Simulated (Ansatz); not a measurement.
KF: how the free axis answers a strain

KF, Fm-3m, a = 5.421 Å. Ansatz: PBE, PAW, 420 eV, Γ-centred 6×6×4 mesh on 4 atoms, Gaussian smearing 0.02 eV; no spin polarisation. Series: biaxial strain in the a-b plane, c and atoms relaxed; x is the strain in per cent. The axes a, b, c are those of the computed cell (3.833, 3.833, 5.421 Å), along [1 1 0], [-1 1 0], [0 0 1] of the cell named above. y is the change of c in per cent of 5.421 Å.

| x (%) | y (%) |
| --- | --- |
| -4.5 | 2.43 |
| -3.0 | ? |
| -1.5 | 0.76 |
| 0.0 | 0.00 |
| 1.5 | -0.71 |
| 3.0 | -1.34 |
| 4.5 | -1.95 |

Fit y = c1 x + c2 x² to the other rows, say what c1 measures, and predict the missing y.

Least squares on the rows shown. y = −0.4863 x + 0.01196 x². With no stress along c, c1 = −2C12/C11 = -0.486. At x = -3.0 the fit asked for gives 1.57 %. The run gave 1.59 %, so the fit is 0.02 % too low, a small miss on the scale of the series.